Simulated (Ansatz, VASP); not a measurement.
**One calculation of BeS, two programs**

```
Be S
1.0
     0.00000    2.43801    2.43801
     2.43801    0.00000    2.43801
     2.43801    2.43801    0.00000
Be S
1 1
Direct
  0.25000 0.25000 0.25000
  0.50000 0.50000 0.50000
```

Alike in both runs: task relaxation of cell and atoms; functional PBE; k mesh 8 × 8 × 8; occupations gaussian, width 0.02 eV; no spin polarisation.

|  | VASP | Ansatz |
| --- | --- | --- |
| version | VASP 6.6.1 | Ansatz 0.2.0 |
| potentials or method | VASP PAW PBE potentials, release 64 (Be, S) | scalar-relativistic, plane waves, PAW |
| plane-wave cutoff (eV) | 600 | 420 |
| valence electrons in the cell | 8 | 8 |

|  | VASP | Ansatz | Ansatz less VASP |
| --- | --- | --- | --- |
| gap on the k mesh at the Fermi level, each at its own relaxed structure (eV) | 3.15 | 3.15 | -0.001 |
| relaxed volume (Å³/atom) | 14.49 | 14.49 | 0.000 |
| relaxed cell length with the largest relative difference (Å) | 3.448 | 3.448 | 0.0000 |

Caveats: the relaxation stopped at its first step, so nothing moved. A k mesh can miss the band edges. As with any semilocal functional, this PBE gap is likely too small.
